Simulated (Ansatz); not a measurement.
Find the missing element

Cell vectors (Å):

```
 3.6511  0.0000  0.0000
-1.8255  3.1619  0.0000
 0.0000  0.0000  6.0615
```

```tsv
atom	a	b	c
Sn	0.0000	0.0000	0.0000
X	0.3333	0.6667	0.2432
X	0.6667	0.3333	0.7568
```

The calculation used PBEsol, PAW on Ansatz 0.2.0's default frozen-core files (fitted under PBE), scalar-relativistic. k mesh 6×6×4, strains of ±0.008, fixed occupations.

Elastic constants of a crystal by Kohn-Sham DFT: slopes of the stress over finite engineering strains of the given cell, Voigt indices, Cartesian axes as in the cell vectors.

```
index  elastic (GPa)
   11          122.5
   12           31.2
   13              6
   14           -0.2
   33           11.4
   44            5.3
```

Q: All X atoms are one element. Which one was computed?

A: S; the crystal is SnS2 (P-3m1).

Known limits: frozen-core PAW files fitted under PBE, their cores solved anew for the functional of the run; no dispersion correction, so the spacing and stiffness between layers or molecules are poor.
